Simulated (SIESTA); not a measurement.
Ta:

```
CELL_PARAMETERS angstrom
-1.65128 1.65128 1.65128
1.65128 -1.65128 1.65128
1.65128 1.65128 -1.65128
ATOMIC_POSITIONS crystal
Ta 0.00000 0.00000 0.00000
```

Base run:

```yaml
Program: SIESTA 5.4.2
Functional: PBE
Potentials_or_basis: PseudoDojo 0.4 stringent (PBE files)
Basis: DZP (energy shift 0.003 Ry; two zetas on semicore shells)
Grid_cutoff: 800 Ry
Energy_shift: 0.003 Ry
k_mesh: 11 × 11 × 11
Occupations: fermi-dirac, width 0.05 eV
Spin: no spin polarisation
```

Its results: band gap on the k mesh none (metal or under the smearing width); pressure 1.0 GPa.

Question: The run is repeated on the same cell with these changes: potentials or basis from PseudoDojo 0.4 stringent (PBE files) to PseudoDojo 0.5 standard (PBE files); valence electrons from 27 to 13. What comes out?

Answer: Band gap on the k mesh none (metal or under the smearing width); pressure 3.3 GPa.

Caveats: short orbitals over semicore shells can move pressures by several GPa; the basis of atomic orbitals isn't converged, which shifts pressures, moduli and gaps; the valence orbitals were made in a potential fitted to the semicore shell under them, which widens gaps by tenths of an eV or more (some runs).
